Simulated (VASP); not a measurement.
These are rev-vdW-DF2, VASP's PBE PAW potentials (set 64) (plane waves; VASP 6.6.1) values and carry that method's errors.

The input files of a VASP run:

### POSCAR
```
CaF2
3.9035190
  0.0000000000   0.7071068520   0.7071068520
  0.7071068520   0.0000000000   0.7071068520
  0.7071068520   0.7071068520   0.0000000000
Ca F
1 2
Cart
  0.0000000000   0.0000000000   0.0000000000
  0.3535534260   0.3535534260   0.3535534260
  1.0606602780   1.0606602780   1.0606602780
```

INCAR:
```
# general
SYSTEM   = CaF2
PREC     = Accurate
ENCUT    = 520
LREAL    = F
LASPH    = T

# electronic loop
EDIFF    = 1E-7
NELM     = 100
ALGO     = Normal

# smearing
ISMEAR   = 0
SIGMA    = 0.05

# functional
GGA      = MK
LUSE_VDW = T
AGGAC    = 0.0
PARAM1   = 0.1234568
PARAM2   = 0.7114
ZAB_VDW  = -1.8867

# ions
ISIF     = 2

# output
LWAVE    = F
LCHARG   = F
```

KPOINTS:
```
kpoints
0
gamma
7 7 7
0 0 0
```

POTCAR, in this order: Ca_sv F (PBE.64 set). Program: vasp_std.

The resulting files:

File OSZICAR:
```
       N       E                     dE             d eps       ncg     rms          rms(c)
DAV:   1     0.228753323152E+03    0.22875E+03   -0.13941E+04   640   0.152E+03
DAV:   2    -0.357472886334E+01   -0.23233E+03   -0.22781E+03   824   0.383E+02
DAV:   3    -0.132158888069E+02   -0.96412E+01   -0.96349E+01   688   0.896E+01
DAV:   4    -0.135601811470E+02   -0.34429E+00   -0.34413E+00  1120   0.132E+01
DAV:   5    -0.135626336688E+02   -0.24525E-02   -0.24525E-02   688   0.114E+00    0.796E+00
DAV:   6    -0.122269471464E+02    0.13357E+01   -0.73787E+00   680   0.190E+01    0.312E+00
DAV:   7    -0.122138712924E+02    0.13076E-01   -0.18848E-01   816   0.401E+00    0.166E+00
DAV:   8    -0.122109044074E+02    0.29669E-02   -0.29292E-02   736   0.217E+00    0.175E-01
DAV:   9    -0.122121962403E+02   -0.12918E-02   -0.57300E-03   976   0.556E-01    0.132E-01
DAV:  10    -0.122123818440E+02   -0.18560E-03   -0.42801E-04   640   0.209E-01    0.218E-02
DAV:  11    -0.122123789975E+02    0.28465E-05   -0.42445E-05   888   0.617E-02    0.792E-03
DAV:  12    -0.122123801737E+02   -0.11762E-05   -0.81266E-06   856   0.257E-02    0.351E-03
DAV:  13    -0.122123801121E+02    0.61602E-07   -0.20133E-06   952   0.110E-02    0.282E-03
DAV:  14    -0.122123798770E+02    0.23506E-06   -0.43951E-07   776   0.680E-03    0.464E-04
DAV:  15    -0.122123798801E+02   -0.30714E-08   -0.18629E-08   384   0.138E-03
   1 F= -.12212380E+02 E0= -.12212380E+02  d E =-.275030E-18
```

**OUTCAR**
```
------------------------ aborting loop because EDIFF is reached ----------------------------------------
  FORCE on cell =-STRESS in cart. coord.  units (eV):
  Direction    XX          YY          ZZ          XY          YZ          ZX
  --------------------------------------------------------------------------------------
  Total       -0.6471584     -0.6471584     -0.6471584     -0.0000000     -0.0000000      0.0000000
  in kB      -24.6528527    -24.6528527    -24.6528527     -0.0000000     -0.0000000      0.0000000
  external PRESSURE =     -24.6528527 kB  Pullay stress =       0.0000000 kB
  volume of cell :       42.06
      direct lattice vectors                 reciprocal lattice vectors
     0.000000000  2.760205032  2.760205032    -0.181145964  0.181145964  0.181145964
     2.760205032  0.000000000  2.760205032     0.181145964 -0.181145964  0.181145964
     2.760205032  2.760205032  0.000000000     0.181145964  0.181145964 -0.181145964
 POSITION                                       TOTAL-FORCE (eV/Angst)
 -----------------------------------------------------------------------------------
      0.00000      0.00000      0.00000        -0.000000     -0.000000     -0.000000
      1.38010      1.38010      1.38010         0.000000      0.000000      0.000000
      4.14031      4.14031      4.14031        -0.000000     -0.000000     -0.000000
 -----------------------------------------------------------------------------------
    total drift:                                0.000000     -0.000000      0.000000
  FREE ENERGIE OF THE ION-ELECTRON SYSTEM (eV)
  ---------------------------------------------------
  free  energy   TOTEN  =       -12.2123798801 eV

  energy  without entropy=      -12.2123798801  energy(sigma->0) =      -12.21237988
```
(Selected blocks of OUTCAR.)

The compound is CaF2 in the fluorite structure. This cell is one point of a volume scan, at 1.03 of the reference volume.
